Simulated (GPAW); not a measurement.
# CsPbBr3 (Pm-3m) in GPAW: convergence with bands over the usual count

Aim: find how far bands over the usual count must go before the results for CsPbBr3 settle, at PBE. This setting moves, with any that are tied to it; all else stays.

All numbers are computed with GPAW 26.7.0; they aren't measurements. Logs are shortened: lines on timing, memory, paths and dates and some standing lists are left out, and cuts for length are marked. The log counts tension as positive stress, the text compression.

## 1. The structure

It takes space group Pm-3m (No. 221, cubic). The conventional cell has a = 5.870 Å, b = 5.870 Å, c = 5.870 Å, α = 90.00°, β = 90.00°, γ = 90.00°. Around Pb (site symmetry m-3m) lie 6 Br at 2.94 Å. Cs (site symmetry m-3m) has 12 Br at 4.15 Å as nearest neighbours. Around Br (site symmetry 4/mmm) lie 2 Pb at 2.94 Å.

Measurements of this composition are mostly on another form, of space group No. 62.

## 2. With bands over the usual count 0.72

Contents of run.py:

```python
from ase.dft.bandgap import bandgap
from ase.io import read, write
from ase.units import GPa
from gpaw import GPAW, PW

atoms = read('POSCAR')

calc = GPAW(mode=PW(600),
            xc='PBE',
            kpts={'size': (4, 4, 4), 'gamma': True},
            occupations={'name': 'fermi-dirac', 'width': 0.05},
            nbands=27,
            convergence={'density': 1e-05, 'energy': 1e-05},
            maxiter=100,
            txt='gpaw.txt')
atoms.calc = calc
energy = atoms.get_potential_energy()
forces = atoms.get_forces()
stress = atoms.get_stress()
calc.write('gs.gpw')
write('result.traj', atoms)
print(f'Energy: {energy:.6f} eV')
print('Forces (eV/A):')
print(forces.round(4))
print('Stress (GPa):', (stress / GPa).round(3))
print('Fermi level:', round(calc.get_fermi_level(), 4), 'eV')
print(f'Gap: {bandgap(calc)[0]:.4f} eV, direct: {bandgap(calc, direct=True)[0]:.4f} eV')
```

Contents of POSCAR:

```
CsPbBr3
1.0
    5.8700000000      0.0000000000      0.0000000000
    0.0000000000      5.8700000000      0.0000000000
    0.0000000000      0.0000000000      5.8700000000
Pb Cs Br
1 1 3
Direct
    0.5000000000      0.5000000000      0.5000000000
    0.0000000000      0.0000000000      0.0000000000
    0.5000000000      0.5000000000      0.0000000000
    0.5000000000      0.0000000000      0.5000000000
    0.0000000000      0.5000000000      0.5000000000
```

Potentials or basis: GPAW PAW data sets (gpaw-data 1.2.1), pw.

Run with:

```
> OMP_NUM_THREADS=1 python run.py
```

gpaw.txt:

```text
__  _  _
 | _ |_)|_||  |
 |__||  | ||/\| - 26.7.0

Input parameters:
  mode=PW(ecut=600.0),
  convergence={'density': 1e-05, 'energy': 1e-05},
  kpts=MonkhorstPack(size=(4, 4, 4), gamma=True),
  maxiter=100,
  nbands=27,
  occupations=Occupations(name='fermi-dirac', width=0.05),
  xc=XC(name='PBE')

Diagonalizing LCAO Hamiltonian
Converting LCAO to pw mode
     .-------------.
    /|             |
   / |             |
  /  |             |
 *   |             |
 |   |             |
 | Br|    Pb       |
 |   .-------------.
 |  /   Br        /
 | /      Br     /
 |/             /
 Cs------------*

Atoms  # Å, Bohr magnetons
|   | symbol |        x |        y |        z |    initial magnetic moments |
|---|--------|----------|----------|----------|-----------------------------|
| 0 |     Pb | 2.935000 | 2.935000 | 2.935000 | ( 0.0000,  0.0000,  0.0000) |
| 1 |     Cs | 0.000000 | 0.000000 | 0.000000 | ( 0.0000,  0.0000,  0.0000) |
| 2 |     Br | 2.935000 | 2.935000 | 0.000000 | ( 0.0000,  0.0000,  0.0000) |
| 3 |     Br | 2.935000 | 0.000000 | 2.935000 | ( 0.0000,  0.0000,  0.0000) |
| 4 |     Br | 0.000000 | 2.935000 | 2.935000 | ( 0.0000,  0.0000,  0.0000) |

Unit cell  # Å
| periodic |        x |        y |        z |  lengths |    angles |
|----------|----------|----------|----------|----------|-----------|
|      yes | 5.870000 | 0.000000 | 0.000000 | 5.870000 | 90.000000 |
|      yes | 0.000000 | 5.870000 | 0.000000 | 5.870000 | 90.000000 |
|      yes | 0.000000 | 0.000000 | 5.870000 | 5.870000 | 90.000000 |

Number of symmetries: 48
Symmetry operations  # r_c * U_cc + t_c -> r_c
|    | kind |            matrix            |
|----|------|------------------------------|
|  0 |  E   |  1, 0, 0,  0, 1, 0,  0, 0, 1 |
|  1 |  σ   |  1, 0, 0,  0, 1, 0,  0, 0,-1 |
|  2 |  σ   |  1, 0, 0,  0, 0, 1,  0, 1, 0 |
|  3 |  C4  |  1, 0, 0,  0, 0, 1,  0,-1, 0 |
|  4 |  C4  |  1, 0, 0,  0, 0,-1,  0, 1, 0 |
|  5 |  σ   |  1, 0, 0,  0, 0,-1,  0,-1, 0 |
|  6 |  σ   |  1, 0, 0,  0,-1, 0,  0, 0, 1 |
|  7 |  C2  |  1, 0, 0,  0,-1, 0,  0, 0,-1 |
[... 167 lines left out ...]
  MSR1-Mixer
  Pratt-step length: 0.05
  Maximum mixing coefficient: 0.75
  Old densities: 10
  SVD Regularization: 0.005
  Good broyden scale: 1.0
  Trust region scale: 1.0
  Backstep threshold: 4.0
  History deletion threshold: 6.0
  Fourier metric: weight=20.0, sigma=0.015

occupation numbers:
  Fermi-Dirac:
    width: 0.0500  # eV

poisson solver:
  ecut: 4800.0  # eV

xc functional:
  name: PBE with 2 nearest neighbor stencil

convergence criteria:
[... 6 lines left out ...]
|iter     | |      energy | eigst |  dens |
|---------|-|-------------|-------|-------|
|iter:   1| |  -16.500444 | -0.20 |       |
|iter:   2| |  -16.397483 | -2.04 | -1.29 |
|iter:   3| |  -15.944782 | -1.52 | -1.33 |
|iter:   4| |  -15.945258 | -3.34 | -1.89 |
|iter:   5| |  -15.947063 | -4.36 | -2.31 |
|iter:   6| |  -15.947241 | -5.28 | -3.04 |
|iter:   7| |  -15.947256c| -6.33 | -3.63 |
|iter:   8| |  -15.947257c| -7.22 | -4.31 |
|iter:   9| |  -15.947257c| -8.32c| -5.13c|

Converged in 9 steps
Energy contributions relative to reference atoms: (reference = -991781.283038)

Energy contributions:
  Kinetic:          35.502913
  Coulomb:         -35.100667
  Zero:             -0.130482
  External:          0.000000
  Xc:              -16.219021
  Entropy:          -0.000000
  Spinorbit:         0.000000
  ----------------------------
  Free energy:     -15.947257
  Extrapolated:    -15.947257

dipole moment: (-56.347181, -56.347181, -56.347181)  # |e|*Ang

Fermi level: 3.401
Eigenvalues  # (at kpt = [0.000, 0.000, 0.000])
| band index |      eig [eV] | occ [0-2] |
|------------|---------------|-----------|
|          0 |       -18.818 |     2.000 |
|        ... |               |           |
|         14 |        -1.711 |     2.000 |
|         15 |        -1.711 |     2.000 |
|         16 |         0.473 |     2.000 |
|         17 |         0.473 |     2.000 |
|         18 |         0.473 |     2.000 |
|         19 |         0.590 |     2.000 |
|         20 |         0.590 |     2.000 |
|         21 |         0.590 |     2.000 |
|         22 |         5.655 |     0.000 |
|         23 |         6.739 |     0.000 |
|         24 |         7.491 |     0.000 |
|         25 |         8.643 |     0.000 |
|         26 |         8.643 |     0.000 |

Gap: 1.466 eV
Transition (v -> c):
  (s=0, k=9, n=21, [0.50, 0.50, 0.50]) -> (s=0, k=9, n=22, [0.50, 0.50, 0.50])
No difference between direct/indirect transitions

Forces  # eV/Ang
|        x |        y |        z |
|----------|----------|----------|
| -0.00000 | -0.00000 | -0.00000 |  # Pb   0
|  0.00000 |  0.00000 |  0.00000 |  # Cs   1
|  0.00000 |  0.00000 |  0.00000 |  # Br   2
|  0.00000 |  0.00000 |  0.00000 |  # Br   3
|  0.00000 |  0.00000 |  0.00000 |  # Br   4

Stress tensor  # eV/Ang^3
|         x |         y |         z |
|-----------|-----------|-----------|
| -0.009495 |  0.000000 |  0.000000 |
|  0.000000 | -0.009495 |  0.000000 |
|  0.000000 |  0.000000 | -0.009495 |

# Writing to gs.gpw (mode='')
```

Run time: 39 s. Hardware: 1 thread of Arm Neoverse V1, shared host; peak memory 0.25 GiB.

What came out:

- Free energy: -15.9473 eV
- Pressure: 1.5 GPa
- Band gap on the k mesh: 1.47 eV, direct

## 3. With bands over the usual count 0.8

Edit run.py of step 2 so:

```diff
@@ -11,3 +11,3 @@
             occupations={'name': 'fermi-dirac', 'width': 0.05},
-            nbands=27,
+            nbands=30,
             convergence={'density': 1e-05, 'energy': 1e-05},
```

POSCAR is that of step 2.

Potentials or basis: GPAW PAW data sets (gpaw-data 1.2.1), pw.

Run with:

```
> OMP_NUM_THREADS=1 python run.py
```

Run time: 40 s. Hardware: 1 thread of Arm Neoverse V1, shared host; peak memory 0.25 GiB.

Results (log left out):

```
Free energy            : -15.9473 eV
Pressure               : 1.5 GPa
Band gap on the k mesh : 1.47 eV, direct
```

## 4. With bands over the usual count 0.9

Edit run.py of step 3 so:

```diff
@@ -11,3 +11,3 @@
             occupations={'name': 'fermi-dirac', 'width': 0.05},
-            nbands=30,
+            nbands=33,
             convergence={'density': 1e-05, 'energy': 1e-05},
```

POSCAR is that of step 3.

Run with:

```
> OMP_NUM_THREADS=1 python run.py
```

Wall time 45 s (1 thread of Arm Neoverse V1, shared host); peak memory 0.26 GiB.

Results (log left out):

| Property | Result |
| --- | --- |
| Free energy | -15.9473 eV |
| Pressure | 1.5 GPa |
| Band gap on the k mesh | 1.47 eV, direct |

## 5. With bands over the usual count 1

Edit run.py of step 4 so:

```diff
@@ -11,3 +11,3 @@
             occupations={'name': 'fermi-dirac', 'width': 0.05},
-            nbands=33,
+            nbands=37,
             convergence={'density': 1e-05, 'energy': 1e-05},
```

POSCAR is that of step 4.

Run with:

```
> OMP_NUM_THREADS=1 python run.py
```

Run time: 52 s. Hardware: 1 thread of Arm Neoverse V1, shared host; peak memory 0.26 GiB.

It converged, with:

| Item | Value |
| --- | --- |
| Free energy | -15.9473 eV |
| Pressure | 1.5 GPa |
| Band gap on the k mesh | 1.47 eV, direct |

## 6. With bands over the usual count 1.3

Edit run.py of step 5 so:

```diff
@@ -11,3 +11,3 @@
             occupations={'name': 'fermi-dirac', 'width': 0.05},
-            nbands=37,
+            nbands=48,
             convergence={'density': 1e-05, 'energy': 1e-05},
```

POSCAR is that of step 5.

Potentials or basis: GPAW PAW data sets (gpaw-data 1.2.1), pw.

Run with:

```
> OMP_NUM_THREADS=1 python run.py
```

It took 70 s on 1 thread of Arm Neoverse V1, shared host; peak memory 0.28 GiB.

The run converged. Its results:

```
Free energy            : -15.9473 eV
Pressure               : 1.5 GPa
Band gap on the k mesh : 1.47 eV, direct
```

## 7. With bands over the usual count 1.7

Edit run.py of step 6 so:

```diff
@@ -11,3 +11,3 @@
             occupations={'name': 'fermi-dirac', 'width': 0.05},
-            nbands=48,
+            nbands=63,
             convergence={'density': 1e-05, 'energy': 1e-05},
```

POSCAR is that of step 6.

Run with:

```
> OMP_NUM_THREADS=1 python run.py
```

Run time: 93 s. Hardware: 1 thread of Arm Neoverse V1, shared host; peak memory 0.3 GiB.

It converged, with:

```yaml
Free_energy: -15.9473 eV
Pressure: 1.5 GPa
Band_gap_on_the_k_mesh: 1.47 eV, direct
```

## 8. With bands over the usual count 2.5

Edit run.py of step 7 so:

```diff
@@ -11,3 +11,3 @@
             occupations={'name': 'fermi-dirac', 'width': 0.05},
-            nbands=63,
+            nbands=92,
             convergence={'density': 1e-05, 'energy': 1e-05},
```

POSCAR is that of step 7.

Run with:

```
> OMP_NUM_THREADS=1 python run.py
```

Wall time 2.5 min (1 thread of Arm Neoverse V1, shared host); peak memory 0.34 GiB.

Results (log left out):

- Free energy: -15.9473 eV
- Pressure: 1.5 GPa
- Band gap on the k mesh: 1.47 eV, direct

## 9. Result

```tsv
bands over the usual count	energy less the tightest run, at zero smearing (meV/atom)	SCF cycles	CPU time (s)	peak memory (GiB)
0.72	0.00	9	39	0.25
0.8	0.00	9	40	0.25
0.9	0.00	9	45	0.26
1	0.00	10	52	0.26
1.3	0.00	10	70	0.28
1.7	0.00	10	93	0.3
2.5	0.00	11	150	0.34
```

Against the tightest run, the energy stays within 1 meV/atom from 0.72 on. The tightest run that finished is the yardstick and may itself not be fully converged.

Caveats: spin-orbit coupling is left out, which as a rule narrows the gap of such compounds by several tenths of an eV.
